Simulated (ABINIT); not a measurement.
A run of ABINIT 10.8.3 (patched build) is set up as follows.

Contents of run.py:

```python
import json, os
import numpy as np
from ase.eos import EquationOfState
from ase.units import GPa
from ase.calculators.mixing import SumCalculator
from dftd4.ase import DFTD4
from ase.calculators.abinit import Abinit, AbinitProfile
from ase import Atoms

atoms = Atoms(['Ta'],
              cell=[[-1.65128, 1.65128, 1.65128], [1.65128, -1.65128, 1.65128], [1.65128, 1.65128, -1.65128]],
              scaled_positions=[[0.0, 0.0, 0.0]],
              pbc=True)

profile = AbinitProfile(command='abinit', pp_paths=[os.path.abspath('pseudos')])
params = dict(
    pps='pawxml', xc='PBE',
    ecut=517.0163,
    pawecutdg=1034.0327,
    kptopt=1,
    ngkpt=[11, 11, 11],
    nshiftk=1,
    shiftk=[0.0, 0.0, 0.0],
    ixc=-120135,
    nband=11,
    occopt=3,
    tsmear=0.05,
    nstep=100,
    tolvrs=1e-09,
    prtwf=0,
    prtden=0,
)

cell0 = atoms.cell.copy()
volumes, energies = [], []
for i, x in enumerate([0.94, 0.96, 0.98, 1.0, 1.02, 1.04, 1.06]):
    atoms.set_cell(cell0 * x ** (1 / 3), scale_atoms=True)
    atoms.calc = SumCalculator([Abinit(profile=profile, directory=f'v{i}', **params), DFTD4(method='am05')])
    volumes.append(atoms.get_volume() / len(atoms))
    dft, disp = atoms.calc.mixer.calcs
    energies.append((dft.get_property('free_energy', atoms) + disp.get_property('energy', atoms)) / len(atoms))
    print(f'{x:5.2f} {volumes[-1]:10.5f} A^3/atom {energies[-1]:14.6f} eV/atom', flush=True)
    json.dump(dict(volumes=volumes, energies=energies), open('results.json', 'w'))
v0, e0, b0 = EquationOfState(volumes, energies, eos='murnaghan').fit()
print(f'V0 {v0:.4f} A^3/atom  E0 {e0:.6f} eV/atom  B0 {b0 / GPa:.2f} GPa')
```

Potentials or basis: JTH PAW PBE v2.0.

Launch:

```console
$ python run.py
```

Task: Estimate the bulk modulus.

Result: 224 GPa.

Task: What does it give for the equilibrium volume?

Result: 17.45 Å³/atom.

Task: Predict the pressure derivative of the bulk modulus.

Result: 5.5 (rough: it moves with the points fitted).

Energy against volume, from the lowest point:
```csv
volume (Å³/atom),energy (meV/atom)
16.930,10.26
17.290,0.00
17.650,0.12
18.010,10.56
18.371,29.10
18.731,55.27
19.091,87.58
```

Caveat: pressures at fixed basis lie under the slope of the energies; the log and the count of SCF iterations are those of the last ABINIT call alone; the PAW data sets were made with another functional, which shifts forces and pressure a little. Spin-orbit coupling is left out, which matters for the levels of Ta.

**Measured values to compare with.**

“Refinement of the equation of state of tantalum”, 2004, arxiv:cond-mat/0403080 quotes, for a bulk crystal of Ta: bulk modulus 194 GPa.

A measured bulk modulus of Ta is 194 GPa (quoted in “Refinement of the equation of state of tantalum”, 2004, arxiv:cond-mat/0403080); the calculated 224 GPa misses it by +15.5 %. The fit is for a static lattice scaled at fixed shape and fixed fractional positions.
